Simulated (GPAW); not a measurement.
Fe:

```xyz
1
Lattice="-1.4430 1.4430 1.4430 1.4430 -1.4430 1.4430 1.4430 1.4430 -1.4430" Properties=species:S:1:pos:R:3 pbc="T T T"
Fe    0.0000    0.0000    0.0000
```

| Property | Result |
| --- | --- |
| Program | GPAW 26.7.0 |
| Task | relaxation of cell and atoms |
| Functional | revPBE |
| Potentials or basis | the program's PAW data sets (release 1.2.1) made for this functional |
| Cutoff | 600 eV |
| Basis | pw |
| k mesh | 13 × 13 × 13 |
| Occupations | fermi-dirac, width 0.05 eV |
| Spin | collinear spin, ferromagnetic start |
| Starting moments | [3.0] μB |

At the start: pressure -3.1 GPa; volume 12.02 Å³/atom.

**Question.** How do energy, volume and symmetry change on relaxing?

**Answer.** Over 4 steps the energy falls by 2.7 meV/atom and the volume is 11.73 Å³/atom (-2.4 %); space group Im-3m (No. 229, to 0.05 Å); moment 2.20 μB per cell.

The path:
| step | energy change (eV) | largest force (eV/Å) | pressure (GPa) | volume (Å³) |
| --- | --- | --- | --- | --- |
| 1 | 0.0000 | 0.0000 | -3.12 | 12.02 |
| 2 | -0.0017 | 0.0000 | -1.91 | 11.90 |
| 3 | -0.0027 | 0.0000 | 0.19 | 11.72 |
| 4 | -0.0027 | 0.0000 | -0.02 | 11.73 |

Final structure:
```cif
data_structure
_symmetry_space_group_name_H-M 'P 1'
_symmetry_Int_Tables_number 1
_cell_length_a 2.4794
_cell_length_b 2.4794
_cell_length_c 2.4794
_cell_angle_alpha 109.471
_cell_angle_beta 109.471
_cell_angle_gamma 109.471
_cell_volume 11.73
loop_
_atom_site_label
_atom_site_type_symbol
_atom_site_fract_x
_atom_site_fract_y
_atom_site_fract_z
_atom_site_occupancy
Fe1 Fe 0.00000 0.00000 0.00000 1
```

Caveat: each step starts from the last one's moments, so a moment once lost doesn't come back; later steps reuse the first step's grids.
